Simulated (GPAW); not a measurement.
C:

```
C
1.0
     0.00000    1.78337    1.78337
     1.78337    0.00000    1.78337
     1.78337    1.78337    0.00000
C
2
Cartesian
  2.6751 2.6751 2.6751
  1.7834 1.7834 1.7834
```

This isn't the form of C at room conditions, which is graphite.

Base run:

* Program: GPAW 26.7.0
* Functional: mBEEF
* Potentials or basis: GPAW PAW data sets (gpaw-data 1.2.1)
* Cutoff: 800 eV
* Basis: pw
* k mesh: 10 × 10 × 10
* Occupations: fermi-dirac, width 0.05 eV
* Spin: no spin polarisation

Its results: band gap on the k mesh 4.55 eV, indirect (least direct gap 6.06 eV); pressure -6.7 GPa.

Problem. After a change of settings the same cell gave: band gap on the k mesh 4.36 eV, indirect (least direct gap 5.87 eV); pressure -3.1 GPa. Which change was it?
A. functional from mBEEF to PW91; potentials or basis from GPAW PAW data sets (gpaw-data 1.2.1) to PAW data sets generated in the run's folder for this functional
B. functional from mBEEF to rSCAN; band points from 80 to 100
C. functional from mBEEF to r2SCAN; k mesh from 10 × 10 × 10 to 13 × 13 × 13
D. functional from mBEEF to PBE; potentials or basis from GPAW PAW data sets (gpaw-data 1.2.1) to SG15 ONCV 1.2; cutoff from 800 eV to 1100 eV

Solution. C.

Caveats: the PAW data sets were made with another functional, which shifts forces and pressure a little.

Not every run made on this cell is shown here.
